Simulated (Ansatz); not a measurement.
# MnO (Fm-3m) in Ansatz: further runs

The runs below take MnO through single point, with PBE.

Program: Ansatz 0.2.0. These are calculated values, not measurements. Logs are shortened: lines on timing, memory, paths and dates and some standing lists are left out, and cuts for length are marked.

## 1. The crystal as given

The structure is cubic, space group Fm-3m (No. 225). The conventional cell has a = 4.444 Å, b = 4.444 Å, c = 4.444 Å, α = 90.00°, β = 90.00°, γ = 90.00°. Around Mn (site symmetry m-3m) lie 6 O at 2.22 Å. O (site symmetry m-3m) is surrounded by 6 Mn at 2.22 Å.

## 2. Single point, PBE, collinear spin, ferromagnetic start

input.yaml reads:

```yaml
crystal:
  lattice:
    - [0.0, 2.22200033, 2.22200033]
    - [2.22200033, 0.0, 2.22200033]
    - [2.22200033, 2.22200033, 0.0]
  atoms:
    - { symbol: Mn, position: [0.0, 0.0, 0.0], spin: 4.0 }
    - { symbol: O, position: [0.5, 0.5, 0.5] }
hamiltonian:
  xc: pbe
  pseudopotentials: { kind: paw }
magnetization:
  spin_polarized: true
  initial_magnetization: 4.0
  spin_locking: { lock_magnetization: hard }
kpoints:
  mp_grid: { grid: [9, 9, 9] }
scf:
  occupations: { method: fermi_dirac, width: 0.05 }
  lower_state_search: "off"
output:
  forces: true
  stress: true
  eigenvalues: true
```

Potentials or basis: Ansatz PAW.

Started as:

```sh
ansatz run input.yaml --threads 2 --pin off --max-ram 5632MiB --backend cpu --events-out ev --progress --plain --runs-dir out
```

The log of the run:

```text
Warning: output.stress: scf.convergence.dr2_threshold = 1e-7 eV (the SCF's general default) is looser than the 2e-10 eV advised for a printed stress (1e-10 eV for each atom of the cell: 2). What an SCF threshold leaves in a stress goes as its square root, and in the free energy as the threshold itself, and one threshold admits the most on a small cell: of the crystals measured, under no hybrid functional and no lock of the moments, on runs that ended without the residual-converged pass, on stresses that held no estimate of that error, the worst erred by over 100 MPa in a component at 1e-7 eV an atom and by under 5 at 1e-10. Set scf.convergence.dr2_threshold to 2e-10 eV or tighter. The threshold is an SCF's pass mark: one that does not reach it within its budget of iterations ends unconverged, or closes short of it on a stop that the run arms, and scf.convergence.dr2_threshold's page says what that costs each kind of run
Warning: RAYON_NUM_THREADS=2 ignored (pool sized by the plan → 2); use --threads N
Engine: ansatz 0.2.0, aarch64-unknown-linux-gnu
Pseudopotentials: kind: paw
Pseudopotential: Mn, paw, valence charge 15, recommended cutoff 420 eV (normal), Mn.paw.azcp
Pseudopotential: O, paw, valence charge 6, recommended cutoff 420 eV (normal), O.paw.azcp
Functional definition: PBE
  parameter kappa = 0.804
  parameter beta = 0.06672455060314922
  exchange = pbe_x(kappa = kappa, mu = beta*pi^2/3)
  correlation = pbe_c(beta = beta)
Crystal: 2 atoms, lattice volume = 21.941 Å³
Basis set: ecut = 420 eV, 411 PW (Γ), exchange–correlation on 48×48×48 points (8 copies of the dense FFT grid, shifted against one another)
Bands: 17, of which v1, the nominal top of the filled ones, is band 11 counted from 1 (10 counted from 0)
Symmetry: 48 space group operations
Space group: Fm-3m (ITA 225), of the structure as read, at distance tolerance 2.8e-5 Å
Magnetic group: BNS 225.116 (UNI 1618), of the structure as read, at distance tolerance 2.8e-5 Å
k-points: 35 of 729
Non-local potential: Mn, projectors of the file, l = 0: 3, l = 1: 2, l = 2: 3, l = 3: 1
Non-local potential: O, projectors of the file, l = 0: 2, l = 1: 2, l = 2: 1
PAW form: soft (Blöchl's): semilocal exchange-correlation on the pseudo side does not see the compensation charge
PAW one-centre angular grid: Mn, 590 points (default); XC on 64 Gauss nodes
PAW one-centre angular grid: O, 110 points (default); XC on 64 Gauss nodes
Initial density: superposition of atomic densities (chi_scale 0.1, normalization cell, long waves kept (reshape's long-wave potential 0.00 eV rms))
Starting moments: Σ|m| = 4 μB on 1 of 2 sites
Initial wavefunctions: pseudopotential atomic-orbital guess
Functional: x = pbe(κ = 0.804, μ = 0.2195149727645171), c = pbe(β = 0.06672455060314922)
SCF iter   1: F=—  HF=-4468.322147 eV  |F-HF|=—  |Δ(HF+E_count)|=         —  Δρ=1.63e-1 (↑1.34e-1 ↓1.63e-1)  dr2=1.79e1  dr2_m=1.12e-1  M=4.000 μB ∫|m|=4.000 μB  β_m=0.30  ethr=3.10e-3  ⟨swp⟩=3.6  Hψ=4834  notcnv=0
preconditioner: auto → none  [metal: Δε(μ)=0.014 eV  Ē_g=12.013 eV  σ=0.050 eV  W_gap=0.07  n_scr=8 (ndim 8)  ℏωp=28.6 eV  f_vac=0.000  D(μ)=1.96/eV (n_scr^D=26)  sad-step TF]
SCF iter   2: F=—  HF=-4465.845983 eV  |F-HF|=—  |Δ(HF+E_count)|=    2.48e0  Δρ=3.07e-2 (↑3.07e-2 ↓2.24e-2)  dr2=4.38e-1  dr2_m=3.31e-2  M=4.000 μB ∫|m|=4.000 μB  β_m=0.32  ethr=3.10e-3  ⟨swp⟩=3.0  Hψ=3182  notcnv=0  defer=35
SCF iter   3: F=—  HF=-4465.872759 eV  |F-HF|=—  |Δ(HF+E_count)|=   2.68e-2  Δρ=1.83e-2 (↑1.83e-2 ↓1.30e-2)  dr2=8.48e-2  dr2_m=1.77e-2  M=4.000 μB ∫|m|=4.000 μB  β_m=0.54  ethr=2.09e-3  ⟨swp⟩=2.0  Hψ=1917  notcnv=0  defer=33
SCF iter   4: F=—  HF=-4465.972663 eV  |F-HF|=—  |Δ(HF+E_count)|=   9.99e-2  Δρ=7.85e-3 (↑7.66e-3 ↓7.85e-3)  dr2=4.38e-2  dr2_m=9.69e-4  M=4.000 μB ∫|m|=4.002 μB  β_m=0.51  ethr=4.04e-4  ⟨swp⟩=2.7  Hψ=2504  notcnv=0  defer=37
SCF iter   5: F=—  HF=-4465.973133 eV  |F-HF|=—  |Δ(HF+E_count)|=   4.70e-4  Δρ=3.10e-3 (↑2.80e-3 ↓3.10e-3)  dr2=6.16e-3  dr2_m=2.26e-4  M=4.000 μB ∫|m|=4.002 μB  β_m=0.73  ethr=2.09e-4  ⟨swp⟩=2.0  Hψ=1952  notcnv=0  defer=37
SCF iter   6: F=—  HF=-4465.973466 eV  |F-HF|=—  |Δ(HF+E_count)|=   3.33e-4  Δρ=9.36e-4 (↑9.36e-4 ↓2.43e-4)  dr2=1.95e-4  dr2_m=3.52e-5  M=4.000 μB ∫|m|=4.003 μB  β_m=0.79  ethr=2.93e-5  ⟨swp⟩=2.1  Hψ=1772  notcnv=0  defer=37
SCF iter   7: F=—  HF=-4465.973440 eV  |F-HF|=—  |Δ(HF+E_count)|=   2.62e-5  Δρ=6.02e-5 (↑6.02e-5 ↓3.97e-5)  dr2=1.92e-7  dr2_m=4.43e-7  M=4.000 μB ∫|m|=4.003 μB  β_m=0.85  ethr=9.30e-7  ⟨swp⟩=2.7  Hψ=1780  notcnv=0  defer=37
SCF iter   8: F=—  HF=-4465.973439 eV  |F-HF|=—  |Δ(HF+E_count)|=   5.41e-7  Δρ=1.49e-5 (↑1.29e-5 ↓1.49e-5)  dr2=5.13e-9  dr2_m=3.80e-8  M=4.000 μB ∫|m|=4.003 μB  β_m=0.92  ethr=4.76e-10  ⟨swp⟩=6.6  Hψ=5910  notcnv=0
SCF iter   9: F=-4465.973439 eV  HF=-4465.973439 eV  |F-HF|=7.44e-9  |Δ(HF+E_count)|=   9.05e-8  Δρ=5.18e-6 (↑2.14e-6 ↓5.18e-6)  dr2=9.18e-9  dr2_m=1.24e-9  M=4.000 μB ∫|m|=4.003 μB  ethr=2.44e-11  ⟨swp⟩=1.9  Hψ=3772  notcnv=0
SCF 1 converged in 9 iterations: F = -4465.973439 eV  dr2 = 9.18e-9
SCF converged after 9 iterations
Stability checked in part: among states of this total moment the steps that led to this state did not find it unstable. No probe was made; neither looks for a lower state of another moment (fixed_total_moment; see scf.lower_state_search)
Magnetization: 4.0000 μB (12.5000 up, 8.5000 down)
Absolute magnetization: 4.0029 μB (∫|ρ↑−ρ↓|, with the PAW one-centre terms)
Spin contamination: 0.0305 ħ² per cell (⟨S²⟩ above its minimum at these occupations)
Per-site moments (μB) at R_I (Å): [(3.5296384862333676, 0.9165751361250001), (0.09115489216333356, 0.9165751361250001)]
Free energy (F): -4465.973439 eV
Harris-Foulkes:  -4465.973439 eV  (|F-HF|=7.44e-9)
Internal energy: -4465.961515 eV  (E = F + TS)
E sigma→0 (E₀):  -4465.967477 eV
Entropy (-TS):   -0.011924 eV (-5.962 meV/atom)
Fermi energy:    13.438691 (↑ 13.005610, ↓ 13.871772) eV
--- Per-component energies (eV) ---
  E_band       = -249.671766
  E_kinetic    = 473.838451
  E_local      = -2225.500823  (includes V_loc(G=0)·N_el)
  E_nonlocal   = 300.057189
  E_hartree    = 890.835751
  E_xc         = -184.343187
  E_vxc        = -235.494958  (∫ρ·V_xc dr)
  E_paw        = -1464.344002  (= ΣΔE_a)
  E_vpaw       = -344.248607  (= ΣTr[D̂ρ^β])
  E_aug_tail   = 0.002362  (compensation charges beyond the density's cutoff)
  E_ewald      = -2256.507257
  E_smearing   = -0.011924  (= −TS)
  E_closure    = 0.000000  (closes the sum)
  Σ components = -4465.973439   (vs F -4465.973439, Δ=0.00e0)
--- Forces (eV/Å), atoms counted from 1 ---
  atom   1  Mn    -0.00000000     0.00000000    -0.00000000
  atom   2  O      0.00000000    -0.00000000     0.00000000
  max |Σ_I F_I| component: 1.39e-29 eV/Å
--- Stress (GPa, compression-positive) ---
      -12.482132      -0.000000      -0.000000
        0.000000     -12.482132       0.000000
       -0.000000      -0.000000     -12.482132
  P = ⅓ Tr σ = -12.4821 GPa (-124.821 kbar)
--- Band table (eV; the first three rows and the last of 70) ---
  k-point 0 ↑: bands = ["-68.0407", "-36.7746", "-36.7746", "-36.7746", "-7.0217", "9.4744", "9.4744", "9.4744", "10.3686", "10.3686", "10.3686", "10.8786", "10.8786", "12.9442", "27.5413", "29.7359", "29.7359"]
  k-point 1 ↑: bands = ["-68.0400", "-36.7822", "-36.7755", "-36.7755", "-6.9197", "8.5434", "8.9359", "8.9359", "10.4978", "10.4978", "10.6098", "11.4408", "11.4408", "13.7395", "26.1751", "29.2865", "29.2865"]
  k-point 2 ↑: bands = ["-68.0380", "-36.8014", "-36.7780", "-36.7780", "-6.6502", "7.1037", "8.1768", "8.1768", "10.7486", "10.7486", "10.9062", "12.3525", "12.3525", "15.1906", "23.9336", "27.8517", "27.8517"]
  k-point 34 ↓: bands = ["-63.8875", "-32.7641", "-32.7543", "-32.7365", "-5.8381", "7.0690", "7.5583", "7.9473", "14.0344", "14.5536", "15.2113", "15.3755", "15.9650", "21.6371", "22.5056", "22.9986", "26.0501"]
```

It took 1.1 s on 2 threads of Arm Neoverse V2, shared host; peak memory 0.27 GiB.

What came out:

| Property | Result |
| --- | --- |
| Free energy | -4465.9734 eV |
| Pressure | -12.5 GPa |
| Net moment | 4.00 μB per cell |
| Absolute moment | 4.00 μB per cell |
| Site moments | Mn +3.53; O +0.09 μB |

Caveat: the pressure holds a Pulay correction of +0.6 GPa for the finite cutoff; the total moment is fixed, so each spin has its own Fermi level; a cell with one magnetic atom can't hold antiferromagnetic order, which such compounds often take; the thresholds are loose for stress.

## 3. Single point, PBE, collinear spin, ferromagnetic start

Edit input.yaml of step 2 so:

```diff
@@ -6,3 +6,3 @@
   atoms:
-    - { symbol: Mn, position: [0.0, 0.0, 0.0], spin: 4.0 }
+    - { symbol: Mn, position: [0.0, 0.0, 0.0], spin: 5.0 }
     - { symbol: O, position: [0.5, 0.5, 0.5] }
@@ -13,3 +13,3 @@
   spin_polarized: true
-  initial_magnetization: 4.0
+  initial_magnetization: 5.0
   spin_locking: { lock_magnetization: hard }
```

Potentials or basis: Ansatz PAW.

Started as:

```sh
ansatz run input.yaml --threads 2 --pin off --max-ram 5632MiB --backend cpu --events-out ev --progress --plain --runs-dir out
```

The log of the run:

```text
Warning: output.stress: scf.convergence.dr2_threshold = 1e-7 eV (the SCF's general default) is looser than the 2e-10 eV advised for a printed stress (1e-10 eV for each atom of the cell: 2). What an SCF threshold leaves in a stress goes as its square root, and in the free energy as the threshold itself, and one threshold admits the most on a small cell: of the crystals measured, under no hybrid functional and no lock of the moments, on runs that ended without the residual-converged pass, on stresses that held no estimate of that error, the worst erred by over 100 MPa in a component at 1e-7 eV an atom and by under 5 at 1e-10. Set scf.convergence.dr2_threshold to 2e-10 eV or tighter. The threshold is an SCF's pass mark: one that does not reach it within its budget of iterations ends unconverged, or closes short of it on a stop that the run arms, and scf.convergence.dr2_threshold's page says what that costs each kind of run
Warning: RAYON_NUM_THREADS=2 ignored (pool sized by the plan → 2); use --threads N
Engine: ansatz 0.2.0, aarch64-unknown-linux-gnu
Pseudopotentials: kind: paw
Pseudopotential: Mn, paw, valence charge 15, recommended cutoff 420 eV (normal), Mn.paw.azcp
Pseudopotential: O, paw, valence charge 6, recommended cutoff 420 eV (normal), O.paw.azcp
Functional definition: PBE
  parameter kappa = 0.804
  parameter beta = 0.06672455060314922
  exchange = pbe_x(kappa = kappa, mu = beta*pi^2/3)
  correlation = pbe_c(beta = beta)
Crystal: 2 atoms, lattice volume = 21.941 Å³
Basis set: ecut = 420 eV, 411 PW (Γ), exchange–correlation on 48×48×48 points (8 copies of the dense FFT grid, shifted against one another)
Bands: 17, of which v1, the nominal top of the filled ones, is band 11 counted from 1 (10 counted from 0)
Symmetry: 48 space group operations
Space group: Fm-3m (ITA 225), of the structure as read, at distance tolerance 2.8e-5 Å
Magnetic group: BNS 225.116 (UNI 1618), of the structure as read, at distance tolerance 2.8e-5 Å
k-points: 35 of 729
Non-local potential: Mn, projectors of the file, l = 0: 3, l = 1: 2, l = 2: 3, l = 3: 1
Non-local potential: O, projectors of the file, l = 0: 2, l = 1: 2, l = 2: 1
PAW form: soft (Blöchl's): semilocal exchange-correlation on the pseudo side does not see the compensation charge
PAW one-centre angular grid: Mn, 590 points (default); XC on 64 Gauss nodes
PAW one-centre angular grid: O, 110 points (default); XC on 64 Gauss nodes
Initial density: superposition of atomic densities (chi_scale 0.1, normalization cell, long waves kept (reshape's long-wave potential 0.00 eV rms))
Starting moments: Σ|m| = 5 μB on 1 of 2 sites
Initial wavefunctions: pseudopotential atomic-orbital guess
Functional: x = pbe(κ = 0.804, μ = 0.2195149727645171), c = pbe(β = 0.06672455060314922)
SCF iter   1: F=—  HF=-4467.538476 eV  |F-HF|=—  |Δ(HF+E_count)|=         —  Δρ=1.57e-1 (↑7.87e-2 ↓1.57e-1)  dr2=1.01e1  dr2_m=4.42e-1  M=5.000 μB ∫|m|=5.000 μB  β_m=0.30  ethr=3.10e-3  ⟨swp⟩=3.6  Hψ=4828  notcnv=0
preconditioner: auto → none  [insulator: Δε(μ)=0.180 eV  Ē_g=12.510 eV  σ=0.050 eV  W_gap=0.69  n_scr=8 (ndim 8)  ℏωp=28.6 eV  f_vac=0.000  D(μ)=0.10/eV (n_scr^D=0)  ε∞_Penn≈6.2]
SCF iter   2: F=—  HF=-4466.157191 eV  |F-HF|=—  |Δ(HF+E_count)|=    1.38e0  Δρ=5.49e-2 (↑5.49e-2 ↓4.04e-2)  dr2=1.47e0  dr2_m=1.11e-1  M=5.000 μB ∫|m|=5.000 μB  β_m=0.28  ethr=3.10e-3  ⟨swp⟩=3.1  Hψ=3161  notcnv=0  defer=103
[... 11 lines left out ...]
SCF converged after 10 iterations
Stability checked in part: among states of this total moment the steps that led to this state did not find it unstable. No probe was made; neither looks for a lower state of another moment (fixed_total_moment; see scf.lower_state_search)
an eigenvalue changed by more than its tolerance at an iteration that met the thresholds in force, so the SCF went on 1 time: the last check found none over its tolerance
Magnetization: 5.0000 μB (13.0000 up, 8.0000 down)
Absolute magnetization: 5.0000 μB (∫|ρ↑−ρ↓|, with the PAW one-centre terms)
Spin contamination: 0.0038 ħ² per cell (⟨S²⟩ above its minimum at these occupations)
Per-site moments (μB) at R_I (Å): [(4.18406916222042, 0.9165751361250001), (0.27972747214356436, 0.9165751361250001)]
Free energy (F): -4466.131139 eV
Harris-Foulkes:  -4466.131139 eV  (|F-HF|=6.78e-10)
Internal energy: -4466.129417 eV  (E = F + TS)
E sigma→0 (E₀):  -4466.130278 eV
Entropy (-TS):   -0.001721 eV (-0.861 meV/atom)
Fermi energy:    13.175961 (↑ 13.713574, ↓ 11.455799) eV
--- Per-component energies (eV) ---
  E_band       = -245.902417
  E_kinetic    = 474.302347
  E_local      = -2231.778001  (includes V_loc(G=0)·N_el)
  E_nonlocal   = 303.546442
  E_hartree    = 895.452520
  E_xc         = -184.631705
  E_vxc        = -235.863873  (∫ρ·V_xc dr)
  E_paw        = -1466.516159  (= ΣΔE_a)
  E_vpaw       = -347.016509  (= ΣTr[D̂ρ^β])
  E_aug_tail   = 0.002396  (compensation charges beyond the density's cutoff)
  E_ewald      = -2256.507257
  E_smearing   = -0.001721  (= −TS)
  E_closure    = -0.000000  (closes the sum)
  Σ components = -4466.131139   (vs F -4466.131139, Δ=0.00e0)
--- Forces (eV/Å), atoms counted from 1 ---
  atom   1  Mn    -0.00000000     0.00000000     0.00000000
  atom   2  O      0.00000000     0.00000000     0.00000000
  max |Σ_I F_I| component: 1.70e-29 eV/Å
--- Stress (GPa, compression-positive) ---
        5.142899      -0.000000       0.000000
        0.000000       5.142899       0.000000
       -0.000000      -0.000000       5.142899
  P = ⅓ Tr σ = 5.1429 GPa (51.429 kbar)
--- Band table (eV; the first three rows and the last of 70) ---
  k-point 0 ↑: bands = ["-68.1875", "-36.9299", "-36.9299", "-36.9299", "-6.8119", "9.7260", "9.7260", "9.7260", "10.1864", "10.1864", "10.1864", "10.7297", "10.7297", "12.8672", "27.2852", "29.6355", "29.6355"]
  k-point 1 ↑: bands = ["-68.1868", "-36.9375", "-36.9309", "-36.9309", "-6.7064", "8.6809", "9.0773", "9.0773", "10.3257", "10.3257", "10.4841", "11.3916", "11.3916", "13.7129", "25.9853", "29.1832", "29.1832"]
  k-point 2 ↑: bands = ["-68.1848", "-36.9567", "-36.9334", "-36.9334", "-6.4271", "7.1932", "8.2772", "8.2772", "10.5738", "10.5738", "10.7778", "12.3461", "12.3461", "15.1887", "23.7938", "27.7452", "27.7452"]
  k-point 34 ↓: bands = ["-63.2509", "-32.1501", "-32.1401", "-32.1218", "-5.2773", "7.5140", "8.0181", "8.4280", "14.5840", "15.1186", "15.7553", "15.9641", "16.5227", "22.1012", "22.9403", "23.4642", "26.4012"]
```

Run time: 1.3 s. Hardware: 2 threads of Arm Neoverse V2, shared host; peak memory 0.27 GiB.

What came out:

| Quantity | Value |
| --- | --- |
| Free energy | -4466.1311 eV |
| Pressure | 5.1 GPa |
| Net moment | 5.00 μB per cell |
| Absolute moment | 5.00 μB per cell |
| Site moments | Mn +4.18; O +0.28 μB |

Caveat: the pressure holds a Pulay correction of +0.6 GPa for the finite cutoff; the total moment is fixed, so each spin has its own Fermi level; a cell with one magnetic atom can't hold antiferromagnetic order, which such compounds often take; the thresholds are loose for stress.

(Part 1 of 2 ends here.)
